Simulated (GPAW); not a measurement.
**free-standing square Co monolayer, spacing 2.65 A: from the magnetic state to anisotropy**

One collinear state of free-standing square Co monolayer, spacing 2.65 A is converged, and its anisotropy computed from it.

Main program and level: GPAW 26.7.0; LDA; plane waves with GPAW's PAW setups, scalar-relativistic.

Most raw output is cut from this account.

**1. The structure**

The cell holds 1 atom: 1 Co. Cell: a = 2.650 Å, b = 2.650 Å, c = 14.000 Å, α = 90.0°, β = 90.0°, γ = 90.0°. model lattice. Vacuum lies along c.

**2. Ground-state run**

All later steps read the density of this run.

Input file order1.py:

```python
import json
import numpy as np
from ase import Atoms
from ase.parallel import paropen, parprint
from gpaw import GPAW

atoms = Atoms(['Co'],
    cell=[[2.65, 0.0, 0.0],
         [0.0, 2.65, 0.0],
         [0.0, 0.0, 14.0]],
    scaled_positions=[[0.0, 0.0, 0.5]],
    pbc=True,
    magmoms=[2.0])
atoms.calc = GPAW(mode={'name': 'pw', 'ecut': 550},
    xc='LDA',
    kpts={'size': (10, 10, 1), 'gamma': True},
    occupations={'name': 'fermi-dirac', 'width': 0.1},
    convergence={'density': 1e-05, 'energy': 1e-05},
    maxiter=200,
    txt='order1.txt')
e = atoms.get_potential_energy(force_consistent=True)
res = {'free_energy': e, 'energy_sigma0': atoms.get_potential_energy(), 'fermi_energy': atoms.calc.get_fermi_level()}
res['moments'] = atoms.get_magnetic_moments().tolist()
res['total'] = atoms.get_magnetic_moment()
parprint('site moments (muB):', np.round(res['moments'], 3))
parprint(f"total moment: {res['total']:.3f} muB")
parprint(f'free energy: {e:.6f} eV')
atoms.calc.write('order1.gpw')
with paropen('results.json', 'w') as f:
    json.dump(res, f)
```

Run with:

```
$ OMP_NUM_THREADS=1 python3 order1.py > order1.log
```

The job ended after 28 s (1 MPI rank of Intel Xeon Platinum 8488C (Sapphire Rapids), shared host; peak memory 0.19 GiB).

This step gave:

* magnetization: 2.131 μB
* final state: ferromagnetic
* largest moment: 2.047 μB

After 13 cycles the largest moment stands at 2.05 μB.

**3. More states at fixed density**

The steps that follow sum over empty states, which the ground-state run does not converge; 10 states a spin are converged here at the frozen density and written with their wave functions.

It starts from the saved density of the lowest of the states tried.

Input file nscf.py:

```python
from gpaw import GPAW

calc = GPAW('order1.gpw').fixed_density(
    kpts={'size': (10, 10, 1), 'gamma': True},
    nbands=14,
    convergence={'bands': 10, 'eigenstates': 1e-9},
    parallel={'domain': 1},
    txt='nscf.txt')
calc.write('nscf.gpw', mode='all')
```

Run with:

```
$ OMP_NUM_THREADS=1 python3 nscf.py > nscf.log
```

Elapsed: 35 s, on 1 MPI rank; peak memory 0.22 GiB.

**4. Energy against the direction of the moments**

Spin–orbit coupling is added in the basis of the saved states for each direction of the moments. The change in the band energy is the anisotropy energy, with no new self-consistent run.

Input file anisotropy.py:

```python
import json
import numpy as np
from ase.parallel import paropen, parprint
from gpaw import GPAW
from gpaw.spinorbit import soc_eigenstates

calc = GPAW('nscf.gpw')
angles = [[0.0, 0.0], [90.0, 0.0], [90.0, 90.0], [90.0, 45.0], [54.7356, 45.0], [45.0, 0.0], [15.0, 0.0], [30.0, 0.0], [60.0, 0.0], [75.0, 0.0]]  # theta, phi in degrees
res = {'rows': []}
for scale in [1.0]:
    e0 = None
    for theta, phi in angles:
        soc = soc_eigenstates(calc, n2=10, scale=scale, theta=theta, phi=phi)
        e = soc.calculate_band_energy()
        e0 = e if e0 is None else e0
        orbital = soc.get_orbital_magnetic_moments()
        res['rows'].append([scale, theta, phi, 1000 * (e - e0), orbital.tolist()])
        parprint(f'scale {scale} theta {theta:6.1f} phi {phi:6.1f}  dE = {1000 * (e - e0):9.4f} meV  |L| =', np.round(np.linalg.norm(orbital, axis=1), 4))
with paropen('results.json', 'w') as f:
    json.dump(res, f)
```

Run with:

```
$ OMP_NUM_THREADS=1 python3 anisotropy.py > anisotropy.log
```

Wall time 6.1 s (1 MPI rank); peak memory 0.15 GiB.

Theta from the Cartesian z axis, phi from x; spin up lies along the direction. Anisotropy, by row:

```
spin-orbit scale  theta (degrees)  phi (degrees)  band energy less that along z (meV a cell)  orbital moment of atom 1 along the direction (μB)  sum of orbital moments along the direction (μB a cell)
               1                0              0                                           0                                             0.1888                                                  0.1888
               1               90              0                                      -2.466                                             0.2981                                                  0.2981
               1               90             90                                      -2.466                                             0.2981                                                  0.2981
               1               90             45                                      -2.466                                             0.2981                                                  0.2981
               1            54.74             45                                      -1.647                                             0.2619                                                  0.2619
               1               45              0                                      -1.236                                             0.2437                                                  0.2437
               1               15              0                                      -0.166                                             0.1962                                                  0.1962
               1               30              0                                     -0.6189                                             0.2163                                                  0.2163
               1               60              0                                      -1.852                                              0.271                                                   0.271
               1               75              0                                      -2.301                                             0.2909                                                  0.2909
```

**5. What came out**

```json
{
  "state": "ferromagnetic",
  "largest site moment": "2.05 μB",
  "spread of the directions' energies": "2.47 meV a cell",
  "easiest direction tried": "the plane normal to z"
}
```

**Reading.** About the ferromagnetic state the directions differ by 2.47 meV a cell, with the plane normal to z easiest. The anisotropy comes from the force theorem at a frozen potential; it needs a check on a finer mesh, and shape anisotropy is not in it.

[Logs and program files are shortened in this print: banners, set-up blocks, solver, clock and traceback lines can be left out without a mark of their own.]

[Logs are printed without paths, hosts, clocks, repeated set-up lines and the standing remarks that a program may print on its own settings, such as how far it seeks lower states.]

[Hosts, paths, dates, database ids (printed as entryN), source tags and the programs' standing remarks are cut or masked in the printed files.]

[Where a cell is said to come from a database of computed structures, the database is the Materials Project.]
